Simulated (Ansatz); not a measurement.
# Si: the cost of one run

Method: DFT PBEsol, scalar-relativistic, plane waves, PAW, in Ansatz 0.2.0.

### 1 The system as given

It takes space group P6/mmm (No. 191, hexagonal). Conventional cell: a = 2.456 Å, b = 2.456 Å, c = 8.524 Å, α = 90.00°, β = 90.00°, γ = 120.00°. C (site symmetry -6m2) is surrounded by 3 C at 1.42 Å.

Coordinates:

```
CELL_PARAMETERS angstrom
2.45617 0.00000 0.00000
-1.22809 2.12711 0.00000
0.00000 0.00000 8.52380
ATOMIC_POSITIONS crystal
C 0.33333 0.66667 0.00000
C 0.66667 0.33333 0.00000
```

The structure comes from the Materials Project (structure only).

### 2 Substitution of an element, cell strained: C → Si, first probe

The change: Si takes all sites of C, and lengths are scaled by 1.276 as a first guess of the size; strain xx, yy, zz, yz, xz, xy = -2.9, -2.9, -2.9, +0.0, +0.0, +0.0 %.

Contents of input.yaml:

```yaml
crystal:
  lattice:
    - [3.0436560092, 0.0, 0.0]
    - [-1.5218280046, 2.6358834244, 0.0]
    - [0.0, 0.0, 10.5625928193]
  atoms:
    - { symbol: Si, position: [0.33333333, 0.66666667, 0.0] }
    - { symbol: Si, position: [0.66666667, 0.33333333, 0.0] }
basis:
  ecutwfc: 420
kpoints:
  mp_grid: { grid: [6, 6, 2] }
hamiltonian:
  xc: pbesol
scf:
  occupations: { method: gaussian, width: 0.1 }
output:
  forces: true
  stress: true
  eigenvalues: true
```

Launch:

```
$ ansatz run input.yaml --threads 1 --pin off --max-ram 1331MiB --backend cpu --events-out ev --progress --plain --runs-dir out
```

**Question.** How long does this run take on 1 thread of an x86-64 CPU, shared host, and how much memory does it need?

About 1.9 s, with a peak of 0.32 GiB.
